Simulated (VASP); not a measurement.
Input of a VASP 6.6.1 run:

File INCAR:

```
  PREC = Accurate
  ENCUT = 520
  EDIFF = 1E-6
  ISMEAR = -1
  SIGMA = 0.05
  LREAL = F
  LASPH = T
  NELM = 80
  ALGO = Fast
  ISIF = 2
  LWAVE = F
  LCHARG = F
  LDIPOL = T
  IDIPOL = 3
  DIPOL = 0.5 0.5 0.294
  GGA = MK
  LUSE_VDW = T
  AGGAC = 0.0
  PARAM1 = 0.1234
  PARAM2 = 0.711357
  ZAB_VDW = -1.8867
  IBRION = 2
  NSW = 60
  EDIFFG = -0.02
```

File KPOINTS:

```
regular mesh
0
Gamma
  11 11 1
```

Contents of POSCAR:

```
Si
1.0
    2.3993200000      0.0000000000      0.0000000000
    0.0000000000      2.4179400000      0.0000000000
    0.0000000000      0.0000000000     23.8000000000
Si
1
Selective dynamics
Direct
    0.5000000000      0.5000000000      0.2941200000  F F F
```

Potentials or basis: VASP PAW PBE potentials, release 64 (Si).

Command:

```sh
$ cat potpaw_PBE.64/Si/POTCAR > POTCAR
$ mpirun -np 1 vasp_std > vasp.out
```

Question: Estimate the band gap on the k mesh.

Answer: None (metal or under the smearing width).

Final structure:
```xyz
1
Lattice="2.3993 0.0000 0.0000 0.0000 2.4179 0.0000 0.0000 0.0000 23.8000" Properties=species:S:1:pos:R:3 pbc="T T T"
Si    1.1997    1.2090    7.0001
```

Caveat: the relaxation stopped at its first step, so nothing moved.
